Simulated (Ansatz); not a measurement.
**Review of an SCF result for Fe**

Fe is taken as a measured crystal structure (space group Fm-3m, primitive cell doubled), 2 atoms in the cell. Source: COD entry 9015019; it may be a high-temperature, high-pressure or metastable form.

Computed with Ansatz development build ahead of 0.2.0, DFT, PBE, PAW, plane waves, scalar-relativistic.

```yaml
crystal:
  lattice:
    - [0.0, 1.745, 1.745]
    - [1.745, 0.0, 1.745]
    - [3.49, 3.49, 0.0]
  atoms:
    - { symbol: Fe, position: [0.0, 0.0, 0.0], spin: 2.6 }
    - { symbol: Fe, position: [0.0, 0.0, 0.5], spin: -2.6 }
magnetization:
  spin_polarized: true
hamiltonian:
  xc: pbe
  pseudopotentials: { kind: paw }
basis:
  ecutwfc: 420
kpoints:
  mp_grid: { grid: [12, 12, 6] }
scf:
  occupations: { method: gaussian, width: 0.05 }
  lower_state_search: "off"
output:
  forces: true
  stress: true
```

Wall time and machine: 1.7 s on 2 threads of Intel(R) Xeon(R) 6975P-C, with other jobs on the host, peak memory 0.45 GiB.

The end of the output:

```
SCF converged after 22 iterations
Magnetization: 0.0000 μB (16.0000 up, 16.0000 down)
Absolute magnetization: 2.2832 μB (∫|ρ↑−ρ↓|, with the PAW one-centre terms)
Spin contamination: 0.7506 ħ² per cell (⟨S²⟩ above its minimum at these occupations)
Per-site moments (μB) at R_I (Å): [(1.1134, 1.0179), (-1.1134, 1.0179)]
Free energy (F): -8960.679456 eV
Harris-Foulkes:  -8960.679456 eV  (|F-HF|=3.03e-9)
Internal energy: -8960.677243 eV  (E = F + TS)
E sigma→0 (E₀):  -8960.678350 eV
Entropy (-TS):   -0.002213 eV (-1.107 meV/atom)
Fermi energy:    20.114556 eV
--- Forces (eV/Å), atoms counted from 1 ---
  atom   1  Fe    -0.00000000    -0.00000000     0.00000000
  atom   2  Fe     0.00000000     0.00000000    -0.00000000
--- Stress (GPa, compression-positive) ---
       -2.464020       2.802485      -2.802485
        2.802485      -2.464020      -2.802485
       -2.802485      -2.802485      -2.464020
  P = ⅓ Tr σ = -2.4640 GPa (-24.640 kbar)
```

The mesh is too coarse to rank close states of a metal with certainty: differences of some tens of meV/atom may change, at times in sign.

Site moments are taken inside atomic spheres and don't add up to the total.

Would you trust this as the ground state? If a lower solution is known, describe it.

No, on this mesh. A state 2.0 meV/atom (0.004 eV per cell) lower exists in this cell: ferromagnetic, site moments Fe1 1.20, Fe2 1.20 μB, total 2.37 μB per cell, no gap on the k-mesh. It was reached from: parallel moments, default search for lower states [Fe1 4.00, Fe2 4.00 μB]; parallel moments, Broyden mixing, no switch to direct minimisation [Fe1 4.00, Fe2 4.00 μB]. The wrong state matters: the pressure is 0.5 GPa there against -2.5 GPa here. States within about 5 meV/atom are too close for this mesh, smearing and search to settle their order. This multiple of the primitive cell fits some opposed orders; other multiples fit others. Only collinear orders within this cell were tried; the true ground state may need a larger cell.
